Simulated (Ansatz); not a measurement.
# SiO2: other elements on the same sites

What happens to the structure of SiO2 under Si → Ti? Each swap replaces an element on all its sites; cell and atoms are relaxed again.

Computed with Ansatz 0.2.0 (DFT r2SCAN, scalar-relativistic, plane waves, PAW, unless a step's input says otherwise).

1 further run of the same task is left out (set aside as unsound or not needed). Runs told in other sessions of the task aren't counted.

### Step 1. The structure to begin with

The structure is hexagonal, space group P6_422 (No. 181). The conventional cell has a = 5.060 Å, b = 5.060 Å, c = 5.541 Å, α = 90.00°, β = 90.00°, γ = 120.00°. Around Si (site symmetry 222) lie 4 O at 1.61 Å. O (site symmetry 2) has 2 Si at 1.61 Å in its first shell of neighbours.

Structure file:

```xyz
9
Lattice="5.0597 0.0000 0.0000 -2.5298 4.3818 0.0000 0.0000 0.0000 5.5411" Properties=species:S:1:pos:R:3 pbc="T T T"
Si   -1.2649    2.1909    1.8470
Si    1.2649    2.1909    3.6941
Si    2.5298    0.0000    0.0000
O     0.9493    3.4693    4.6176
O     2.5298    2.5568    2.7705
O     3.4792    0.9125    0.9235
O     1.5805    0.9125    4.6176
O     0.0000    1.8250    2.7705
O    -0.9493    3.4693    0.9235
```

It goes back to an entry of the Materials Project, which need not be the stable form.

This cell was relaxed beforehand with the same method: volume 13.65 Å³/atom, gap on the mesh 6.30 eV.

### Step 2. The substitution Si → Ti

The start of TiO2: fractional positions of relaxed SiO2, cell scaled by 1.121, a guess from tabulated radii. Atoms that may carry a moment start with parallel spins.

### Step 3. A first look at the start (TiO2)

Input file input.yaml:

```yaml
crystal:
  lattice:
    - [5.6743225412, 0.0, 0.0]
    - [-2.8371612706, 4.91410747, 0.0]
    - [0.0, 0.0, 6.2142112667]
  atoms:
    - { symbol: Ti, position: [0.0, 0.5, 0.3333333333], spin: 1.0 }
    - { symbol: Ti, position: [0.5, 0.5, 0.6666666667], spin: 1.0 }
    - { symbol: Ti, position: [0.5, 0.0, 0.0], spin: 1.0 }
    - { symbol: O, position: [0.5834989521, 0.791749476, 0.8333333333] }
    - { symbol: O, position: [0.791749476, 0.5834989521, 0.5] }
    - { symbol: O, position: [0.791749476, 0.208250524, 0.1666666667] }
    - { symbol: O, position: [0.4165010479, 0.208250524, 0.8333333333] }
    - { symbol: O, position: [0.208250524, 0.4165010479, 0.5] }
    - { symbol: O, position: [0.208250524, 0.791749476, 0.1666666667] }
basis:
  ecutwfc: 500
kpoints:
  mp_grid: { grid: [6, 6, 4] }
hamiltonian:
  xc: r2scan
scf:
  occupations: { method: gaussian, width: 0.1 }
  lower_state_search: "off"
output:
  forces: true
  stress: true
  eigenvalues: true
  populations: true
magnetization:
  spin_polarized: true
```

The run is started by

```
$ ansatz run input.yaml --threads 2 --pin off --max-ram 5120MiB --backend cpu --events-out ev --progress --plain --runs-dir out
```

Log, shortened:

```text
[...]
this state was not tested for a lower state beside it, because the mixer in use, unlike msr1, does not test its closes by its own steps (another_mixer; see scf.mixing.algorithm and scf.lower_state_search)
SCF converged after 17 iterations
Magnetization: 0.0000 μB (36.0000 up, 36.0000 down)
Absolute magnetization: 0.0000 μB (∫|ρ↑−ρ↓|, with the PAW one-centre terms)
Spin contamination: 0.0000 ħ² per cell (⟨S²⟩ above its minimum at these occupations)
[...]
Free energy (F): -10937.717387 eV
[...]
E sigma→0 (E₀):  -10937.717387 eV
Fermi energy:    2.588940 eV
[...]
--- Forces (eV/Å), atoms counted from 1 ---
  atom   1  Ti     0.00000000     0.00000000     0.00000000
  atom   2  Ti    -0.00000000    -0.00000000    -0.00000000
  atom   3  Ti     0.00000000     0.00000000     0.00000000
  atom   4  O     -0.12205550    -0.07046878     0.00000000
  atom   5  O      0.00000000    -0.14093756    -0.00000000
  atom   6  O     -0.12205550     0.07046878     0.00000000
  atom   7  O      0.12205550     0.07046878    -0.00000000
  atom   8  O     -0.00000000     0.14093756    -0.00000000
[...]
--- Stress (GPa, compression-positive) ---
        0.963065      -0.000000      -0.000000
        0.000000       0.963065      -0.000000
       -0.000000      -0.000000       1.320110
  P = ⅓ Tr σ = 1.0821 GPa (10.821 kbar)
--- Band table (eV; the first three rows and the last of 42) ---
[...]
--- Löwdin populations: 9 sites ---
  site symbol       q [e]    m [muB]
     0     Ti     10.5702     0.0000
     1     Ti     10.5702     0.0000
     2     Ti     10.5702     0.0000
     3      O      6.6710    -0.0000
     4      O      6.6710    -0.0000
     5      O      6.6710    -0.0000
     6      O      6.6710    -0.0000
     7      O      6.6710    -0.0000
     8      O      6.6710    -0.0000
  spilling = 0.003659 (of n_electrons = 72.000000)
```

Run time: 96 s. Hardware: 2 threads of AMD EPYC 7R43 (Zen 3), shared host; peak memory 0.98 GiB.

Site by site:

| atom | Löwdin electrons |
| --- | --- |
| Ti1 | 10.57 |
| Ti2 | 10.57 |
| Ti3 | 10.57 |
| O4 | 6.67 |
| O5 | 6.67 |
| O6 | 6.67 |
| O7 | 6.67 |
| O8 | 6.67 |
| O9 | 6.67 |

The Löwdin counts miss 0.26 of the 72 electrons, which the atomic orbitals do not span, so they are no charges.

The probe gives pressure 1.1 GPa, largest force 0.14 eV/Å, gap on this mesh 3.98 eV.

### Step 4. Relaxing cell and atoms (TiO2)

Input file input.yaml:

```yaml
crystal:
  lattice:
    - [5.6743225412, 0.0, 0.0]
    - [-2.8371612706, 4.91410747, 0.0]
    - [0.0, 0.0, 6.2142112667]
  atoms:
    - { symbol: Ti, position: [0.0, 0.5, 0.3333333333] }
    - { symbol: Ti, position: [0.5, 0.5, 0.6666666667] }
    - { symbol: Ti, position: [0.5, 0.0, 0.0] }
    - { symbol: O, position: [0.5834989521, 0.791749476, 0.8333333333] }
    - { symbol: O, position: [0.791749476, 0.5834989521, 0.5] }
    - { symbol: O, position: [0.791749476, 0.208250524, 0.1666666667] }
    - { symbol: O, position: [0.4165010479, 0.208250524, 0.8333333333] }
    - { symbol: O, position: [0.208250524, 0.4165010479, 0.5] }
    - { symbol: O, position: [0.208250524, 0.791749476, 0.1666666667] }
basis:
  ecutwfc: 500
kpoints:
  mp_grid: { grid: [6, 6, 4] }
hamiltonian:
  xc: r2scan
scf:
  occupations: { method: gaussian, width: 0.02 }
output:
  forces: true
  stress: true
  eigenvalues: true
relax:
  adjacent_minimum: "off"
  f_tol: 0.01
  max_steps: 60
  cell: { stress_tol: 0.1 }
```

The run is started by

```
$ ansatz run input.yaml --threads 2 --pin off --max-ram 5120MiB --backend cpu --events-out ev --progress --plain --runs-dir out
```

Log, shortened:

```text
Warning: RAYON_NUM_THREADS=2 ignored (pool sized by the plan → 2); use --threads N
[...]
Pseudopotentials: kind: paw
Pseudopotential: Ti, paw, valence charge 12, recommended cutoff 500 eV (meta_gga), Ti.paw.azcp
Pseudopotential: O, paw, valence charge 6, recommended cutoff 500 eV (meta_gga), O.paw.azcp
Functional definition: r2SCAN
[...]
Crystal: 9 atoms, lattice volume = 173.279 Å³
Basis set: ecut = 500 eV, 4445 PW (Γ), exchange–correlation on 180×180×192 points (64 copies of the dense FFT grid, shifted against one another)
Bands: 45, of which v1, the nominal top of the filled ones, is band 36 counted from 1 (35 counted from 0)
Symmetry: 12 space group operations
Space group: P6422 (ITA 181), of the structure as read, at distance tolerance 5.6e-5 Å
k-points: 21 of 144 (time reversal used)
[...]
  cell:  # Å, volume = 177.1822 Å³
    - [5.711005654556244, 0.0, -1.6693955322353282e-18]
    - [-2.855502827278122, 4.9458759780022845, 8.346977661176656e-19]
    - [-1.8282317315618095e-18, 1.3238194140813472e-33, 6.272841389187509]
  atoms:
    - { symbol: Ti, position: [1.0670810257403288e-19, 0.5, 0.3333333333333333] }
    - { symbol: Ti, position: [0.5, 0.5, 0.6666666666666666] }
    - { symbol: Ti, position: [0.5, -1.1766962000570984e-19, -4.81482486096809e-35] }
    - { symbol: O, position: [0.5750261778637155, 0.7875130889318577, 0.8333333333333333] }
    - { symbol: O, position: [0.7875130889318577, 0.5750261778637153, 0.5] }
    - { symbol: O, position: [0.7875130889318578, 0.21248691106814227, 0.16666666666666666] }
    - { symbol: O, position: [0.42497382213628454, 0.21248691106814227, 0.8333333333333333] }
    - { symbol: O, position: [0.21248691106814227, 0.42497382213628454, 0.5] }
    - { symbol: O, position: [0.21248691106814221, 0.7875130889318577, 0.16666666666666666] }
```

Run time: 79 s. Hardware: 2 threads of AMD EPYC 7R43 (Zen 3), shared host; peak memory 0.89 GiB.

Step by step:

| step | E - E(step 1) (eV/cell) | largest force component (eV/Å) | pressure (GPa) | volume (Å³) |
| --- | --- | --- | --- | --- |
| 1 | 0.0000 | 0.1409 | 1.08 | 173.28 |
| 2 | -0.0208 | 0.1012 | 0.31 | 175.36 |
| 3 | -0.0290 | 0.0078 | 0.05 | 177.18 |
| 4 | -0.0307 | 0.0075 | 0.04 | 177.18 |

Step 1 is the start. Step 4 repeats the geometry before it on a plane-wave basis chosen anew for that cell, so its energy need not be comparable with the rows above.

|  | before | after | change |
| --- | --- | --- | --- |
| a (Å) | 5.674 | 5.711 | +0.6 % |
| b (Å) | 5.674 | 5.711 | +0.6 % |
| c (Å) | 6.214 | 6.273 | +0.9 % |
| volume (Å³/atom) | 19.25 | 19.69 | +2.3 % |
| shortest distance (Å) | 1.804 | 1.808 | +0.2 % |
| space group (0.01 Å) | P6_422 | P6_422 | same |

Forces and stress were held to the start's 12 operations: a distortion of lower symmetry was not tested.

### Step 5. The gap over the whole zone (TiO2)

Input file input.yaml:

```yaml
crystal:
  lattice:
    - [5.7110056546, 0.0, 0.0]
    - [-2.8555028273, 4.945875978, 0.0]
    - [0.0, 0.0, 6.2728413892]
  atoms:
    - { symbol: Ti, position: [0.0, 0.5, 0.3333333333] }
    - { symbol: Ti, position: [0.5, 0.5, 0.6666666667] }
    - { symbol: Ti, position: [0.5, 0.0, 0.0] }
    - { symbol: O, position: [0.5750261779, 0.7875130889, 0.8333333333] }
    - { symbol: O, position: [0.7875130889, 0.5750261779, 0.5] }
    - { symbol: O, position: [0.7875130889, 0.2124869111, 0.1666666667] }
    - { symbol: O, position: [0.4249738221, 0.2124869111, 0.8333333333] }
    - { symbol: O, position: [0.2124869111, 0.4249738221, 0.5] }
    - { symbol: O, position: [0.2124869111, 0.7875130889, 0.1666666667] }
basis:
  ecutwfc: 500
kpoints:
  mp_grid: { grid: [6, 6, 4] }
  band_path: { path: [VBM, CBM], npoints: 2 }
hamiltonian:
  xc: r2scan
scf:
  occupations: { method: gaussian, width: 0.02 }
output:
  forces: true
  stress: true
  eigenvalues: true
checkpoint:
  read: start.run
  write: ck
  compress: false
  write_wavefunctions: false
  write_every: 100000
```

The run is started by

```
$ ansatz run input.yaml --threads 2 --pin off --max-ram 5120MiB --backend cpu --events-out ev --progress --plain --runs-dir out
```

Log, shortened:

```text
[...]
SCF converged after 2 iterations
Free energy (F): -10937.748124 eV
[...]
E sigma→0 (E₀):  -10937.748124 eV
Fermi energy:    2.405496 eV
[...]
--- Forces (eV/Å), atoms counted from 1 ---
  atom   1  Ti     0.00000000    -0.00000000     0.00000000
  atom   2  Ti    -0.00000000    -0.00000000    -0.00000000
  atom   3  Ti     0.00000000     0.00000000     0.00000000
  atom   4  O      0.00649945     0.00375246     0.00000000
  atom   5  O      0.00000000     0.00750492    -0.00000000
  atom   6  O      0.00649945    -0.00375246    -0.00000000
  atom   7  O     -0.00649945    -0.00375246    -0.00000000
  atom   8  O     -0.00000000    -0.00750492     0.00000000
[...]
--- Stress (GPa, compression-positive) ---
        0.036617       0.000000      -0.000000
       -0.000000       0.036617      -0.000000
       -0.000000      -0.000000       0.041991
  P = ⅓ Tr σ = 0.0384 GPa (0.384 kbar)
--- Band table (eV; the first three rows and the last of 21) ---
[...]
```

Run time: 59 s. Hardware: 2 threads of AMD EPYC 7R43 (Zen 3), shared host; peak memory 0.87 GiB.

start.run is the saved state of the run that this one goes on from.

The edges found: valence top at (0.000, 0.000, 0.490), conduction bottom at (0.000, 0.000, 0.000), gap 3.901 eV.

### Step 6. Side by side

Lengths are those of the vectors of the cell that was run:

| swap | formula | volume (Å³/atom) | a (Å) | b (Å) | c (Å) | gap (eV) | space group | ΔH_f (eV/atom) |
| --- | --- | --- | --- | --- | --- | --- | --- | --- |
| none | SiO2 | 13.65 | 5.060 | 5.060 | 5.541 | 6.29 i | P6_422 (181) | -3.011 |
| O → Te, Si → Sn | SnTe2 | 53.12 | 8.000 | 8.000 | 8.626 | metal | P6_422 (181) | 0.049 |
| Si → Ti | TiO2 | 19.69 | 5.711 | 5.711 | 6.273 | 3.90 i | P6_422 (181) | -3.193 |

Lengths are those of the computed cell. Gaps are Kohn-Sham gaps over the whole zone (d direct, i indirect). Formation energies count from the elements' standard states in the same functional (gases as molecules), at zero temperature and without zero-point motion. Rows of earlier swaps come from the sessions before.

### Step 7. Results

```
      quantity                                           value
Si → Ti (TiO2)  19.69 Å³/atom, gap 3.90 eV, ΔH_f -3.19 eV/atom
```

**Reading.** Per atom and against the relaxed parent, SnTe2 is the largest of the new crystals (+289.1 %) and TiO2 the smallest (+44.2 %). The start has a gap, but SnTe2 comes out metallic at this semilocal level, which can close small gaps. TiO2 has the lowest formation energy in this structure (-3.19 eV/atom). SnTe2 lies above the elements, so it would not form from them in this structure. A negative value alone does not show stability: other structures and competing compounds were not computed. Starting moments were lost in some runs.

Spin-orbit coupling is left out, though the cell holds Sn, Te; it can move the gap.
